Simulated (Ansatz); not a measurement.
TiAl₃ under pressure

Computed with Ansatz 0.2.0, DFT PBE, scalar-relativistic, plane waves, PAW. Run with 420 eV cutoff, 16×16×16 k-mesh, Gaussian smearing of 0.10 eV, no spin polarisation.

Reference structure (relaxed):

```
Ti Al
1.0
    -1.92267    1.92267    4.31140
     1.92267   -1.92267    4.31140
     1.92267    1.92267   -4.31140
Ti Al
1 3
Direct
  0.00000 0.00000 0.00000
  0.50000 0.50000 0.00000
  0.75000 0.25000 0.50000
  0.25000 0.75000 0.50000
```

Cell and atoms are relaxed at each pressure within the symmetry of the start, at zero temperature, so transitions that lower the symmetry aren't seen. The k-mesh given is that at zero pressure and may differ at others. a, b and c are the lengths of the cell vectors above. ΔH is E + PV over the energy at zero pressure.

```tsv
P (GPa)	V (Å³/atom)	V/V0	a (Å)	b (Å)	c (Å)	α (°)	β (°)	γ (°)	ΔH (eV/atom)
-1	16.09	1.010	5.114	5.114	5.114	135.7	135.7	64.5	-0.100
0	15.94	1.000	5.097	5.097	5.097	135.7	135.7	64.5	0.000
1	15.79	0.991	5.081	5.081	5.081	135.7	135.7	64.5	0.099
4	15.38	0.965	5.035	5.035	5.035	135.6	135.6	64.5	0.391
12	14.51	0.910	4.935	4.935	4.935	135.6	135.6	64.6	1.136
25	13.46	0.845	4.812	4.812	4.812	135.6	135.6	64.7	2.268
50	12.12	0.760	4.644	4.644	4.644	135.5	135.5	64.7	4.256
90	10.76	0.675	4.464	4.464	4.464	135.5	135.5	64.7	7.099
```